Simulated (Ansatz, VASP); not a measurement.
# One calculation of Al, two programs

INCAR

```
PREC = Accurate
ENCUT = 520
EDIFF = 1E-8
ISMEAR = -1
SIGMA = 0.05
LREAL = F
LASPH = T
NELM = 60
ALGO = Normal
ISIF = 2
LWAVE = F
LCHARG = F
GGA = PS
LEFG = T
NBANDS = 8
```

The input KPOINTS:

```
Automatic mesh
0
Gamma
  14 14 14
```

Contents of POSCAR:

```
Al
1.0
    0.0000000000      2.0172107856      2.0172107856
    2.0172107856      0.0000000000      2.0172107856
    2.0172107856      2.0172107856      0.0000000000
Al
1
Direct
    0.0000000000      0.0000000000      0.0000000000
```

Input for Ansatz:

```yaml
crystal:
  lattice:
    - [0.0, 2.0172107856, 2.0172107856]
    - [2.0172107856, 0.0, 2.0172107856]
    - [2.0172107856, 2.0172107856, 0.0]
  atoms:
    - { symbol: Al, position: [0.0, 0.0, 0.0] }
kpoints:
  mp_grid: { grid: [14, 14, 14] }
scf:
  occupations: { method: fermi_dirac, width: 0.05 }
hamiltonian:
  xc: pbesol
  pseudopotentials: { kind: all_electron, datasets: crystal }
output:
  forces: true
  stress: true
  eigenvalues: true
  efg: { contact_densities: true }
```

Change from the starting cell: volume scaled by 0.99, crystal datasets.

Alike in both runs: task electric field gradients; functional PBEsol; k mesh 14 × 14 × 14; occupations fermi-dirac, width 0.05 eV; no spin polarisation.

|  | VASP | Ansatz |
| --- | --- | --- |
| version | VASP 6.6.1 | Ansatz 0.2.0 |
| potentials or method | VASP PAW PBE potentials, release 64 (Al) | all-electron PAW with datasets made for the crystal, scalar-relativistic |
| plane-wave cutoff (eV) | 520 | see its input |

```tsv
	VASP	Ansatz	Ansatz less VASP
pressure (GPa)	-1.3	-1.4	-0.05
Vzz of the field gradient on the site that differs most (V/Å²)	0.0	0.0	0.00
```

Ansatz ran all-electron here, so the differences hold the error of VASP's frozen core and of both bases.

Caveats: the PAW data sets were made with another functional, which shifts forces and pressure a little (VASP).
